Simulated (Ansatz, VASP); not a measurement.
La in VASP and in Ansatz

```
La
1.0
     3.83664    0.00000    0.00000
    -1.91832    3.32263    0.00000
     0.00000    0.00000   12.32630
La
4
Direct
  0.00000 0.00000 0.00000
  0.00000 0.00000 0.50000
  0.33333 0.66667 0.75000
  0.66667 0.33333 0.25000
```

Alike in both runs: functional RPBE; k mesh 10 × 10 × 3; occupations fermi-dirac, width 0.1 eV; no spin polarisation.

Ansatz relaxed the structure, and its values are those at the end. VASP's run is a single point on that final structure, the one shown.

```csv
,VASP,Ansatz
version,VASP 6.6.1,Ansatz 0.2.0
potentials or method,"VASP PAW PBE potentials, release 64 (La)","plane waves (420 eV) with PAW, scalar-relativistic"
plane-wave cutoff (eV),520,420
valence electrons in the cell,44,44
```

|  | VASP | Ansatz | Ansatz less VASP |
| --- | --- | --- | --- |
| pressure (GPa) | 0.0 | 0.0 | -0.03 |

The functional is the same, so the differences come from potentials, cutoffs and numerics.

Caveats: the PAW data sets were made with another functional, which shifts forces and pressure a little (VASP). The runs have no spin-orbit coupling, so splittings on La are missing.
